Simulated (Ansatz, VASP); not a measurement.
## Two plane-wave programs on Si

```
Si
1.0
     3.58545    0.00000    0.00000
    -1.79272    3.10509    0.00000
     0.00000    0.00000    5.85545
Si
4
Cartesian
  0.0000 0.0000 2.9277
  0.0000 0.0000 0.0000
  0.0000 2.0701 4.3916
  1.7927 1.0350 1.4639
```

Alike in both runs: task relaxation of cell and atoms; functional PBE; k mesh 6 × 6 × 4; occupations gaussian, width 0.1 eV; no spin polarisation.

|  | VASP | Ansatz |
| --- | --- | --- |
| version | VASP 6.6.1 | Ansatz 0.2.0 |
| potentials or method | VASP PAW PBE potentials, release 64 (Si) | scalar-relativistic, plane waves, PAW |
| plane-wave cutoff (eV) | 600 | 420 |
| valence electrons in the cell | 16 | 16 |

Ansatz gave:

* gap on the k mesh at the Fermi level, each at its own relaxed structure (eV): none
* relaxed volume (Å³/atom): 16.34
* relaxed cell length with the largest relative difference (Å): 3.560
* energy change over the relaxation (meV/atom): -3

Q: Which values does VASP return?

A: gap on the k mesh at the Fermi level, each at its own relaxed structure (eV): none; relaxed volume (Å³/atom): 16.30; relaxed cell length with the largest relative difference (Å): 3.555; energy change over the relaxation (meV/atom): -3.

A gap of «none» marks a metal or a gap that the smearing closes.
